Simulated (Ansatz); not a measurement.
TaS2 under changes of volume

One of the cells (18.984 Å³/atom); the others are scaled copies at fixed shape and fractional positions:

```
Ta S
1.0
     3.35000    0.00000    0.00000
    -1.67500    2.90119    0.00000
     0.00000    0.00000    5.86000
Ta S
1 2
Direct
  0.00000 0.00000 0.00000
  0.66667 0.33333 0.75000
  0.33333 0.66667 0.25000
```

| Quantity | Value |
| --- | --- |
| Program | Ansatz 0.2.0 |
| Functional | LDA |
| Potentials or basis | Ansatz PAW |
| Cutoff | 420 eV (not typed: the program's choice for these potentials) |
| k mesh | 9 × 9 × 5 |
| Occupations | fermi-dirac, width 0.05 eV |
| Spin | no spin polarisation |

```tsv
volume (Å³/atom)	energy over the lowest point (meV/atom)	pressure (GPa)	largest force (eV/Å)
17.845	44.50	11.6	1.917
18.225	21.52	7.9	1.510
18.605	?	?	?
18.984	0.05	1.4	0.779
19.364	0.00	-1.3	0.451
19.744	6.16	-3.8	0.146
20.123	17.92	-6.0	0.139
```

**Question.** What does the run at 18.605 Å³/atom give?

**Answer.** Energy over the lowest point 6.98 meV/atom; pressure 4.5 GPa; largest force 1.131 eV/Å.

Worked out: A Birch-Murnaghan fit of order 3 (a polynomial in V^(-2/3)) to the other rows has its minimum at 19.18 Å³/atom with B0 = V·E''(V) = 139 GPa and B' = 4.1 at fixed shape and positions, which overstates the stiffness. It gives 6.97 meV/atom at 18.605 Å³/atom, against the run's 6.98, and -dE/dV = 4.5 GPa, against 4.5.

Energies are extrapolated to zero smearing.

Caveats: the PAW data sets come from PBE, with cores solved anew for the run's functional, which leaves a small shift of forces and pressure; forces of over 1 eV/Å show positions far from the minimum, so gaps and moduli don't describe the material at rest (some runs).
